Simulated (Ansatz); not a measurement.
The geometry is COD entry 1523756, unchecked; take it as a test cell. The listed cell was then made from it by scaling, straining or moving an atom.

An input for TePt: DFT, LDA, all-electron LAPW, scalar-relativistic (Ansatz 0.2.0).

Command: `ansatz run input.yaml --threads 1 --pin off --max-ram 4096MiB --backend cpu --events-out ev --progress --plain --runs-dir out` The run took 2.1 min on 1 thread of Arm Neoverse V1 (shared host), peak memory 0.79 GiB.

```yaml
crystal:
  lattice:
    - [4.1109998117, 0.0, 0.0]
    - [-2.0554999058, 3.5602302718, 0.0]
    - [0.0, 0.0, 5.55492]
  atoms:
    - { symbol: Te, position: [0.3333333333, 0.6666666667, 0.25] }
    - { symbol: Te, position: [0.6666666667, 0.3333333333, 0.75] }
    - { symbol: Pt, position: [0.0, 0.0, 0.0] }
    - { symbol: Pt, position: [0.0, 0.0, 0.5] }
kpoints:
  mp_grid: { grid: [9, 9, 6] }
  band_path:
    path:
      - [0.0, 0.0, 0.0]
      - [0.5, 0.0, 0.0]
      - [0.3333333333, 0.3333333333, 0.0]
      - [0.0, 0.0, 0.0]
      - [0.0, 0.0, 0.5]
      - [0.5, 0.0, 0.5]
      - [0.3333333333, 0.3333333333, 0.5]
      - [0.0, 0.0, 0.5]
      - [0.5, 0.0, 0.5]
    npoints: 5
scf:
  occupations: { method: fermi_dirac, width: 0.05 }
hamiltonian:
  xc: lda
  pseudopotentials: { kind: all_electron, lapw: { basis_error: 0.001 } }
output:
  forces: true
  stress: true
  eigenvalues: true
```

Set-up and iterations as logged by Ansatz (the results part is left out, to be predicted):

```
LAPW: plane waves up to 8.405 Å⁻¹, error target 1.0e-3 eV per atom; small_component_spin mean_spin; Te in spheres of 1.361 Å, 24 of its electrons in bands, Dirac shells []; Pt in spheres of 1.389 Å, 42 of its electrons in bands, Dirac shells []
Engine: ansatz 0.2.0
Pseudopotentials: kind: all_electron
Pseudopotential: Te, LAPW, valence charge 24, Koelling and Harmon's equation, gaussian nucleus
Pseudopotential: Pt, LAPW, valence charge 42, Koelling and Harmon's equation, gaussian nucleus
Functional definition: SPW92
  exchange = slater_x
  correlation = pw_c
Crystal: 4 atoms, lattice volume = 81.302 Å³
Basis set: ecut = 269.1336841442362 eV, 831 PW (Γ), exchange–correlation at level 2
Bands: 80, of which v1, the nominal top of the filled ones, is band 66 counted from 1 (65 counted from 0)
Symmetry: 24 space group operations
Space group: P63/mmc (ITA 194), of the structure as read, at distance tolerance 4.3e-5 Å
k-points: 48 of 486
Non-local potential: Te, projectors of the file, none
Non-local potential: Pt, projectors of the file, none
Initial density: superposition of atomic densities (chi_scale 0.1, normalization cell, long waves kept (reshape's long-wave potential 0.00 eV rms))
Initial wavefunctions: plane waves of lowest kinetic energy (no species holds an atomic orbital)
Functional: x = slater, c = lda
iter 1 solved again at ethr=1.30e-4 eV; its pass at ethr=1.00e-1 eV (dr2=1.72e-1 eV) is discarded
SCF iter   1: F=—  HF=-1370823.676573 eV  |F-HF|=—  |Δ(HF+E_count)|=         —  Δρ=1.93e-2  dr2=1.73e-1  ethr=1.30e-4  ⟨swp⟩=3.0  Hψ=24957  notcnv=0
iter 2 solved again at ethr=3.48e-6 eV; its pass at ethr=1.30e-4 eV (dr2=4.59e-3 eV) is discarded
SCF iter   2: F=—  HF=-1370823.450293 eV  |F-HF|=—  |Δ(HF+E_count)|=   2.26e-1  Δρ=3.58e-3  dr2=4.59e-3  ethr=3.48e-6  ⟨swp⟩=2.0  Hψ=19884  notcnv=0
SCF iter   3: F=—  HF=-1370823.301657 eV  |F-HF|=—  |Δ(HF+E_count)|=   1.49e-1  Δρ=1.94e-3  dr2=1.60e-3  ethr=3.47e-6  ⟨swp⟩=3.0  Hψ=12430  notcnv=0
SCF iter   4: F=—  HF=-1370823.287046 eV  |F-HF|=—  |Δ(HF+E_count)|=         —  Δρ=7.61e-4  dr2=2.46e-4  ethr=1.21e-6  ⟨swp⟩=2.0  Hψ=11151  notcnv=0
the basis was enlarged: its passes take 423.5 KiB over the memory plan, 1 of 1 planned eigensolver slots
SCF iter   5: F=—  HF=-1370823.286865 eV  |F-HF|=—  |Δ(HF+E_count)|=   1.82e-4  Δρ=2.06e-4  dr2=1.96e-5  ethr=1.87e-7  ⟨swp⟩=2.0  Hψ=11150  notcnv=0
SCF iter   6: F=—  HF=-1370823.286870 eV  |F-HF|=—  |Δ(HF+E_count)|=   5.44e-6  Δρ=3.62e-5  dr2=6.82e-7  ethr=1.49e-8  ⟨swp⟩=2.0  Hψ=11150  notcnv=0
SCF iter   7: F=-1370823.286869 eV  HF=-1370823.286869 eV  |F-HF|=8.15e-9  |Δ(HF+E_count)|=   9.36e-7  Δρ=7.79e-6  dr2=3.32e-8  ethr=5.17e-10  ⟨swp⟩=2.1  Hψ=11154  notcnv=0
```

(1) What pressure will this run report?

(2) Is there a band gap?

Results:

(1) 5.00 GPa (positive in compression).

(2) none: bands cross the Fermi level, a metal.
